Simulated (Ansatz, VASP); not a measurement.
# Ga3Sb3H4 (GaSb wire along [110], 24 atoms a period, H-terminated): VASP beside Ansatz

One calculation is typed for both programs; each brings its own data sets. How far apart do they land? The structure shown is the start of the Ansatz relaxation below; VASP solves that cell, so the two are compared at the walk's first step.

Main program and level: Ansatz 0.2.0; plane waves, with VASP 6.6.1 beside it; single point at PBE.

## 1. Set-up

The cell holds 40 atoms: 16 H, 12 Ga and 12 Sb. Cell: a = 22.695 Å, b = 20.636 Å, c = 4.391 Å, α = 90.0°, β = 90.0°, γ = 90.0°. Vacuum lies along a and b. The structure's axis is c.

## 2. Ansatz: relaxation, PBE

Ansatz runs on its PAW soft_1 files.

The two programs are compared at the cell with which this relaxation starts, whose forces are those of its first step.

Contents of input.yaml:

```yaml
crystal:
  lattice:
    - [22.695, 0.0, 0.0]
    - [0.0, 20.636, 0.0]
    - [0.0, 0.0, 4.3911331112]
  atoms:
    - { symbol: H, position: [0.149812734, 0.509307362, 0.0] }
    - { symbol: Ga, position: [0.190007201, 0.446792117, 0.0] }
    - { symbol: Sb, position: [0.395228615, 0.553187085, 0.0] }
    - { symbol: Sb, position: [0.395228615, 0.76597702, 0.0] }
    - { symbol: H, position: [0.439747803, 0.835218589, 0.0] }
    - { symbol: Ga, position: [0.463635753, 0.659582053, 0.0] }
    - { symbol: Ga, position: [0.463635753, 0.446792117, 0.0] }
    - { symbol: Sb, position: [0.668857168, 0.553187085, 0.0] }
    - { symbol: Sb, position: [0.668857168, 0.76597702, 0.0] }
    - { symbol: H, position: [0.713376356, 0.835218589, 0.0] }
    - { symbol: Ga, position: [0.737264306, 0.659582053, 0.0] }
    - { symbol: Ga, position: [0.737264306, 0.446792117, 0.0] }
    - { symbol: H, position: [0.213895151, 0.659582053, 0.174601298] }
    - { symbol: H, position: [0.777458773, 0.659582053, 0.293788543] }
    - { symbol: Sb, position: [0.258414339, 0.659582053, 0.5] }
    - { symbol: Sb, position: [0.258414339, 0.446792117, 0.5] }
    - { symbol: H, position: [0.28662701, 0.277881904, 0.5] }
    - { symbol: H, position: [0.28662701, 0.828492266, 0.5] }
    - { symbol: Ga, position: [0.326821477, 0.340397149, 0.5] }
    - { symbol: Ga, position: [0.326821477, 0.553187085, 0.5] }
    - { symbol: Ga, position: [0.326821477, 0.76597702, 0.5] }
    - { symbol: Sb, position: [0.532042892, 0.234002181, 0.5] }
    - { symbol: Sb, position: [0.532042892, 0.659582053, 0.5] }
    - { symbol: Sb, position: [0.532042892, 0.446792117, 0.5] }
    - { symbol: H, position: [0.560255563, 0.828492266, 0.5] }
    - { symbol: H, position: [0.57656208, 0.164760613, 0.5] }
    - { symbol: Ga, position: [0.60045003, 0.340397149, 0.5] }
    - { symbol: Ga, position: [0.60045003, 0.553187085, 0.5] }
    - { symbol: Ga, position: [0.60045003, 0.76597702, 0.5] }
    - { symbol: Sb, position: [0.805671444, 0.446792117, 0.5] }
    - { symbol: H, position: [0.850190632, 0.377550548, 0.5] }
    - { symbol: H, position: [0.850190632, 0.516033686, 0.5] }
    - { symbol: H, position: [0.777458773, 0.659582053, 0.706211457] }
    - { symbol: H, position: [0.213895151, 0.659582053, 0.825398702] }
    - { symbol: H, position: [0.149812734, 0.384276872, 0.0] }
    - { symbol: Sb, position: [0.395228615, 0.340397149, 0.0] }
    - { symbol: H, position: [0.423441287, 0.171486936, 0.0] }
    - { symbol: Ga, position: [0.463635753, 0.234002181, 0.0] }
    - { symbol: Sb, position: [0.668857168, 0.340397149, 0.0] }
    - { symbol: H, position: [0.713376356, 0.27115558, 0.0] }
kpoints:
  mp_grid: { grid: [1, 1, 19] }
scf:
  occupations: { method: fermi_dirac, width: 0.05 }
hamiltonian:
  xc: pbe
  pseudopotentials: { kind: paw, azcp: { folder: soft_1 } }
relax:
  cell: { fix: [a, b, alpha, beta, gamma] }
  max_steps: 45
  f_tol: 0.03
```

Started as:

```sh
$ ansatz run input.yaml --threads 4 --pin off --max-ram 16384MiB --backend cpu --events-out ev --progress --plain --runs-dir out
```

Numbers of over 12 decimals in the logs are rounded to 6 here.

Output:

```text
Engine: ansatz 0.2.0, x86_64-unknown-linux-gnu
Pseudopotentials: kind: paw
Pseudopotential: H, paw, valence charge 1, recommended cutoff 420 eV (normal), soft_1/H.paw.azcp
Pseudopotential: Ga, paw, valence charge 13, recommended cutoff 420 eV (normal), soft_1/Ga.paw.azcp
Pseudopotential: Sb, paw, valence charge 15, recommended cutoff 420 eV (normal), soft_1/Sb.paw.azcp
Functional definition: PBE
  parameter kappa = 0.804
  parameter beta = 0.066725
  exchange = pbe_x(kappa = kappa, mu = beta*pi^2/3)
  correlation = pbe_c(beta = beta)
Crystal: 40 atoms, lattice volume = 2056.517 Å³
Basis set: ecut = 420 eV, 40201 PW (Γ), exchange–correlation on 320×288×60 points (8 copies of the dense FFT grid, shifted against one another)
Bands: 216, of which v1, the nominal top of the filled ones, is band 176 counted from 1 (175 counted from 0)
Symmetry: 2 space group operations
Space group: Pm (ITA 6), of the structure as read, at distance tolerance 1.3e-4 Å
k-points: 10 of 19
Non-local potential: H, projectors of the file, l = 0: 2, l = 1: 1
Non-local potential: Ga, projectors of the file, l = 0: 2, l = 1: 2, l = 2: 3, l = 3: 1
Non-local potential: Sb, projectors of the file, l = 0: 2, l = 1: 2, l = 2: 2, l = 3: 1
PAW form: soft (Blöchl's): semilocal exchange-correlation on the pseudo side does not see the compensation charge
PAW one-centre angular grid: H, 110 points (default); XC on 64 Gauss nodes
PAW one-centre angular grid: Ga, 590 points (default); XC on 64 Gauss nodes
PAW one-centre angular grid: Sb, 590 points (default); XC on 64 Gauss nodes
Initial density: superposition of atomic densities (neutral atoms: chi_scale 0, normalization atom)
Initial wavefunctions: pseudopotential atomic-orbital guess
Functional: x = pbe(κ = 0.804, μ = 0.219515), c = pbe(β = 0.066725)
SCF iter   1: F=—  HF=-123466.559607 eV  |F-HF|=—  |Δ(HF+E_count)|=         —  Δρ=2.96e-2  dr2=2.04e1  ethr=3.10e-3  ⟨swp⟩=6.2  Hψ=8863  notcnv=0  defer=124
preconditioner: auto → Resta (q_TF=auto, 2.033 Å⁻¹)  ε∞=1.9  [insulator: Δε(μ)=0.910 eV  Ē_g=13.087 eV  σ=0.050 eV  W_gap=1.00  n_scr=312 (ndim 8)  ℏωp=12.5 eV  f_vac=0.537  D(μ)=0.00/eV (n_scr^D=0)  ε∞_Penn≈1.9  vacuum switching on, ρ_ref=1.2e-2 e/Å³]
SCF iter   2: F=—  HF=-123461.943332 eV  |F-HF|=—  |Δ(HF+E_count)|=    4.62e0  Δρ=1.29e-2  dr2=5.65e0  ethr=3.10e-3  ⟨swp⟩=3.0  Hψ=3041  notcnv=0  defer=314
preconditioner: auto → LDOS  [metal: Δε(μ)=0.077 eV  Ē_g=13.171 eV  σ=0.050 eV  W_gap=0.36  n_scr=312 (ndim 8)  ℏωp=12.5 eV  f_vac=0.549  D(μ)=2.36/eV (n_scr^D=8)  β→1.0]
SCF iter   3: F=—  HF=-123461.731894 eV  |F-HF|=—  |Δ(HF+E_count)|=   2.11e-1  Δρ=5.00e-3  dr2=4.30e0  ethr=1.60e-3  ⟨swp⟩=3.3  Hψ=3323  notcnv=0  defer=277
SCF iter   4: F=—  HF=-123461.246729 eV  |F-HF|=—  |Δ(HF+E_count)|=   4.85e-1  Δρ=2.57e-3  dr2=1.53e0  ethr=1.22e-3  ⟨swp⟩=3.6  Hψ=4254  notcnv=0  defer=294
SCF iter   5: F=—  HF=-123461.015919 eV  |F-HF|=—  |Δ(HF+E_count)|=   2.31e-1  Δρ=1.02e-3  dr2=7.04e-2  ethr=4.34e-4  ⟨swp⟩=3.9  Hψ=2522  notcnv=0  defer=287
SCF iter   6: F=—  HF=-123461.007086 eV  |F-HF|=—  |Δ(HF+E_count)|=   8.83e-3  Δρ=5.01e-4  dr2=7.39e-3  ethr=2.00e-5  ⟨swp⟩=2.5  Hψ=2750  notcnv=0  defer=280
SCF iter   7: F=—  HF=-123461.007727 eV  |F-HF|=—  |Δ(HF+E_count)|=   6.41e-4  Δρ=1.72e-4  dr2=1.69e-3  ethr=2.10e-6  ⟨swp⟩=2.0  Hψ=3194  notcnv=0  defer=280
SCF iter   8: F=—  HF=-123461.007629 eV  |F-HF|=—  |Δ(HF+E_count)|=   9.79e-5  Δρ=5.78e-5  dr2=1.41e-4  ethr=4.81e-7  ⟨swp⟩=2.0  Hψ=3194  notcnv=0  defer=280
SCF iter   9: F=—  HF=-123461.007634 eV  |F-HF|=—  |Δ(HF+E_count)|=   4.39e-6  Δρ=2.25e-5  dr2=2.93e-5  ethr=4.00e-8  ⟨swp⟩=2.0  Hψ=3224  notcnv=0  defer=280
SCF iter  10: F=—  HF=-123461.007567 eV  |F-HF|=—  |Δ(HF+E_count)|=   6.67e-5  Δρ=1.01e-5  dr2=3.15e-6  ethr=8.33e-9  ⟨swp⟩=2.0  Hψ=2398  notcnv=0  defer=280
SCF iter  11: F=—  HF=-123461.007569 eV  |F-HF|=—  |Δ(HF+E_count)|=   1.82e-6  Δρ=4.30e-6  dr2=7.10e-7  ethr=8.95e-10  ⟨swp⟩=2.0  Hψ=2448  notcnv=0  defer=280
SCF iter  12: F=-123461.007569 eV  HF=-123461.007569 eV  |F-HF|=8.04e-8  |Δ(HF+E_count)|=   5.32e-7  Δρ=1.65e-6  dr2=9.71e-8  ethr=2.84e-11  ⟨swp⟩=3.0  Hψ=8814  notcnv=0
SCF 1 converged in 12 iterations: F = -123461.007569 eV  dr2 = 9.71e-8
  greatest PAW one-centre occupation: 0.995 electrons in one spin orbital (limit 2), on the Sb atom at site 14 (counted from 0), in its partial waves of l = 2
relax step   1: F+E_penalty+E_count = -123461.00756923 eV  Δ(F+E_penalty+E_count) = +0.000e0 eV  max|allowed force component| = 1.077e0 eV/Å  Δτ_max = 0.0000 Å  P = -0.202 GPa  Ω = 2056.517 Å³  fix = [a, b, alpha, beta, gamma]  reactions: a -0.327, b -0.570 GPa; gamma +0.011 GPa/rad  (12 SCF iters, dr2 threshold 1.00e-7 eV, accepted)
Crystal: 40 atoms, lattice volume = 2068.488 Å³
Basis set: ecut = 420 eV, 40477 PW (Γ), exchange–correlation on 320×288×60 points (8 copies of the dense FFT grid, shifted against one another)
[...]
SCF iter   2: F=—  HF=-123461.949179 eV  |F-HF|=—  |Δ(HF+E_count)|=   1.61e-2  Δρ=6.33e-5  dr2=2.95e-6  ethr=2.28e-9  ⟨swp⟩=3.1  Hψ=4706  notcnv=0
SCF iter   3: F=—  HF=-123461.956397 eV  |F-HF|=—  |Δ(HF+E_count)|=   7.22e-3  Δρ=1.51e-5  dr2=1.95e-6  ethr=8.38e-10  ⟨swp⟩=3.7  Hψ=4068  notcnv=0
[...]
SCF converged after 8 iterations
Free energy (F): -123461.957145 eV
Harris-Foulkes:  -123461.957145 eV  (|F-HF|=9.22e-8)
Internal energy: -123461.956919 eV  (E = F + TS)
E sigma→0 (E₀):  -123461.957032 eV
Entropy (-TS):   -0.000225 eV (-0.006 meV/atom)
Fermi energy:    -0.157575 eV
--- Per-component energies (eV) ---
  E_band       = -5881.104024
  E_kinetic    = 3492.579417
  E_local      = -207785.163190  (includes V_loc(G=0)·N_el)
  E_nonlocal   = 3578.950714
  E_hartree    = 102977.984100
  E_xc         = -2065.070395
  E_vxc        = -1914.174090  (∫ρ·V_xc dr)
  E_paw        = -78448.268249  (= ΣΔE_a)
  E_vpaw       = -9209.247955  (= ΣTr[D̂ρ^β])
  E_aug_tail   = -0.015634  (compensation charges beyond the density's cutoff)
  E_ewald      = 54787.046318
  E_smearing   = -0.000225  (= −TS)
  E_closure    = -0.000000  (closes the sum)
  Σ components = -123461.957145   (vs F -123461.957145, Δ=0.00e0)
--- Forces (eV/Å), atoms counted from 1 ---
  atom   1  H      0.00210748    -0.00141905     0.00000000
  atom   2  Ga    -0.00149451    -0.00466113    -0.00000000
  atom   3  Sb    -0.00084548     0.00635523    -0.00000000
  atom   4  Sb     0.00025514     0.00823774     0.00000000
  atom   5  H      0.00170008    -0.00004527     0.00000000
  atom   6  Ga     0.00045225    -0.00542446     0.00000000
  atom   7  Ga     0.00126867    -0.00176199     0.00000000
  atom   8  Sb    -0.00147226     0.00081875    -0.00000000
  atom   9  Sb     0.00074239     0.00283033     0.00000000
  atom  10  H      0.00048307     0.00176916     0.00000000
  atom  11  Ga     0.00253606    -0.00293311     0.00000000
  atom  12  Ga     0.00174629     0.00007335     0.00000000
  atom  13  H     -0.00149002    -0.00305934     0.00107220
  atom  14  H     -0.00128116     0.00155065     0.00131161
  atom  15  Sb     0.00078208     0.00883625     0.00000000
  atom  16  Sb     0.00071288     0.00685684     0.00000000
  atom  17  H      0.00035332    -0.00191383     0.00000000
  atom  18  H     -0.00026824    -0.00117904    -0.00000000
  atom  19  Ga     0.00058665     0.00115931     0.00000000
  atom  20  Ga    -0.00009710    -0.00730544    -0.00000000
  atom  21  Ga     0.00220552    -0.00848371     0.00000000
  atom  22  Sb    -0.00416112    -0.00482691    -0.00000000
  atom  23  Sb    -0.00212304     0.00046103    -0.00000000
  atom  24  Sb    -0.00499557    -0.00039046    -0.00000000
[...]
atom  33  H     -0.00128116     0.00155065    -0.00131161
  atom  34  H     -0.00149002    -0.00305934    -0.00107220
  atom  35  H     -0.00010195     0.00308092    -0.00000000
  atom  36  Sb    -0.00406389     0.00297799    -0.00000000
  atom  37  H      0.00385832     0.00178760     0.00000000
  atom  38  Ga    -0.00089845    -0.00048011    -0.00000000
  atom  39  Sb    -0.00259959    -0.00071899    -0.00000000
  atom  40  H      0.00235722     0.00011261     0.00000000
  max |Σ_I F_I| component: 2.41e-6 eV/Å
--- Stress (GPa, compression-positive) ---
       -0.013111       0.001526      -0.000000
        0.001526      -0.001157       0.000000
       -0.000000       0.000000       0.000034
  P = ⅓ Tr σ = -0.0047 GPa (-0.047 kbar)
--- Relaxed structure (12 steps of the walk, 12 accepted, 1 SCFs on fresh bases) ---
  F+E_penalty+E_count = -123461.95714467 eV   max|allowed force component| = 8.836e-3 eV/Å   (the final SCF, on the basis selected at the relaxed cell)
  cell:  # Å, volume = 2085.7504 Å³
    - [22.695, 0, 0]
    - [0, 20.636, 0]
    - [0, 0, 4.453553]
  atoms:
    - { symbol: H, position: [0.173605, 0.531196, 1.115406441291413e-17] }
    - { symbol: Ga, position: [0.189466, 0.456892, 5.003306537298201e-18] }
    - { symbol: Sb, position: [0.396604, 0.548775, -2.5685602115458266e-18] }
    - { symbol: Sb, position: [0.392488, 0.756555, -5.182495481861131e-18] }
    - { symbol: H, position: [0.436160, 0.824300, -5.963003941843709e-18] }
    - { symbol: Ga, position: [0.466207, 0.653627, -3.3732891081463035e-18] }
    - { symbol: Ga, position: [0.463113, 0.441197, -3.1855196163656057e-18] }
    - { symbol: Sb, position: [0.668130, 0.562213, 4.442737111832895e-18] }
    - { symbol: Sb, position: [0.664957, 0.758100, -4.376349398925077e-18] }
    - { symbol: H, position: [0.704545, 0.829143, -3.4363736714607635e-18] }
    - { symbol: Ga, position: [0.746715, 0.663440, 1.746397520204772e-18] }
    - { symbol: Ga, position: [0.730351, 0.454455, 3.731746864519463e-18] }
    - { symbol: H, position: [0.220160, 0.655951, 0.216012] }
    - { symbol: H, position: [0.778593, 0.659619, 0.308396] }
    - { symbol: Sb, position: [0.270746, 0.652971, 0.5] }
    - { symbol: Sb, position: [0.255758, 0.438310, 0.5] }
    - { symbol: H, position: [0.291352, 0.268509, 0.5] }
    - { symbol: H, position: [0.283862, 0.828275, 0.5] }
    - { symbol: Ga, position: [0.325637, 0.334709, 0.5] }
    - { symbol: Ga, position: [0.329378, 0.536441, 0.5] }
    - { symbol: Ga, position: [0.326521, 0.768696, 0.5] }
    - { symbol: Sb, position: [0.528100, 0.237814, 0.5] }
    - { symbol: Sb, position: [0.533013, 0.660290, 0.5] }
    - { symbol: Sb, position: [0.531327, 0.448014, 0.5] }
    - { symbol: H, position: [0.557911, 0.830435, 0.5] }
    - { symbol: H, position: [0.577090, 0.174241, 0.5] }
    - { symbol: Ga, position: [0.596905, 0.341477, 0.5] }
    - { symbol: Ga, position: [0.600554, 0.553487, 0.5] }
    - { symbol: Ga, position: [0.599150, 0.769311, 0.5] }
    - { symbol: Sb, position: [0.797811, 0.449450, 0.5] }
    - { symbol: H, position: [0.845689, 0.385331, 0.5] }
    - { symbol: H, position: [0.849392, 0.509704, 0.5] }
    - { symbol: H, position: [0.778593, 0.659619, 0.691604] }
    - { symbol: H, position: [0.220160, 0.655951, 0.783988] }
    - { symbol: H, position: [0.141028, 0.402804, 9.400210724015345e-18] }
    - { symbol: Sb, position: [0.393959, 0.337255, -1.9059493206135445e-18] }
    - { symbol: H, position: [0.428095, 0.164274, -4.029789091093331e-18] }
    - { symbol: Ga, position: [0.460591, 0.231366, -1.64186854491657e-18] }
    - { symbol: Sb, position: [0.664626, 0.346972, 3.1641242011662922e-18] }
    - { symbol: H, position: [0.712528, 0.282362, 5.5801848506209556e-18] }
```

Reading the cycles: dr2 is the Hartree energy of the density residual (eV), the measure of convergence; HF is the Harris–Foulkes estimate of the energy, which meets the free energy F at convergence.

(Part 1 of 2 ends here.)

[Lines on the potential files, build, host, timing and source positions are cut from VASP's logs without a mark.]

[Logs are printed without paths, hosts, clocks, repeated set-up lines and the standing remarks that a program may print on its own settings, such as how far it seeks lower states.]

[Hosts, paths, dates, database ids (printed as entryN), source tags and the programs' standing remarks are cut or masked in the printed files.]
